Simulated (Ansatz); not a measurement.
Runs of Ansatz 0.2.0 on CdO (Monteponite). It takes space group Fm-3m (No. 225, cubic). The conventional cell has a = 4.699 Å, b = 4.699 Å, c = 4.699 Å, α = 90.00°, β = 90.00°, γ = 90.00°. Cd (site symmetry m-3m) has 6 O at 2.35 Å as nearest neighbours. O (site symmetry m-3m) is surrounded by 6 Cd at 2.35 Å. 

```tsv
task	level	cell	k mesh	smearing	points for each segment of the path	mesh quality	gap on the mesh (eV)	pressure (GPa)	relaxed volume (Å³/atom)
relaxation of cell and atoms	revPBE+D4	relaxed	10 × 10 × 10	fermi-dirac 0.05 eV	-	not flagged	none	0.0	13.22
relaxation of cell and atoms	revPBE+D3(BJ)	relaxed	10 × 10 × 10	fermi-dirac 0.05 eV	-	not flagged	-	0.0	(b)
band structure	PBE0	as given	5 × 5 × 5	fermi-dirac 0.05 eV	4	coarse	1.73	0.5	-
relaxation of cell and atoms	RPBE+D4	relaxed	10 × 10 × 10	fermi-dirac 0.05 eV	-	not flagged	none	0.0	(a)
single point	PBE	as given	10 × 10 × 10	gaussian 0.03 eV	-	not flagged	none	6.1	-
```

Alike in all rows: potentials or basis Ansatz PAW; no spin polarisation; cutoff (eV) 420.

Q: Estimate the missing entries.

A: (a) 13.29; (b) 13.20.

Caveats: some runs use coarse meshes; the PAW data sets come from PBE, with cores solved anew for the run's functional, which leaves a small shift of forces and pressure (some runs); the plane-wave basis is chosen anew once the cell has moved, so the energies of steps on either side of that aren't comparable (some runs); this crystal is a semiconductor, whose small gap the functional closes, so the metal is an error of the method (some runs); pairwise dispersion overbinds metals, which lowers pressure and volume (some runs); the k mesh misses the band edges, so the gap on the mesh is wider than the one along the path (some runs); the thresholds are loose for stress (some runs).

A k mesh can miss the band edges, and the runs leave out spin-orbit coupling on Cd.

A gap of «none» marks a metal or a gap under the smearing width.
